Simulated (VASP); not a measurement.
The system is Si.

```
CELL_PARAMETERS angstrom
0.00000 2.73484 2.73484
2.73484 0.00000 2.73484
2.73484 2.73484 0.00000
ATOMIC_POSITIONS crystal
Si 0.75000 0.75000 0.75000
Si 0.50000 0.50000 0.50000
```

Base run:

```yaml
Program: VASP 6.6.1
Functional: PBE
Potentials_or_basis: VASP PAW PBE potentials, release 64 (Si)
Cutoff: 520 eV
k_mesh: 6 × 6 × 6
Occupations: gaussian, width 0.02 eV
Spin: no spin polarisation
```

Its results: band gap on the k mesh 0.75 eV, indirect (least direct gap 2.55 eV); pressure 0.0 GPa.

Question: The run is repeated on the same cell with these changes: k mesh from 6 × 6 × 6 to 10 × 10 × 10; further incar settings from ALGO = Fast; EDIFF = 1e-07; NBANDS = 11 to ALGO = Normal; EDIFF = 1e-06; NBANDS = 11. What comes out?

Answer: Band gap on the k mesh 0.62 eV, indirect (least direct gap 2.56 eV); pressure 0.0 GPa.

A k mesh can miss the band edges.
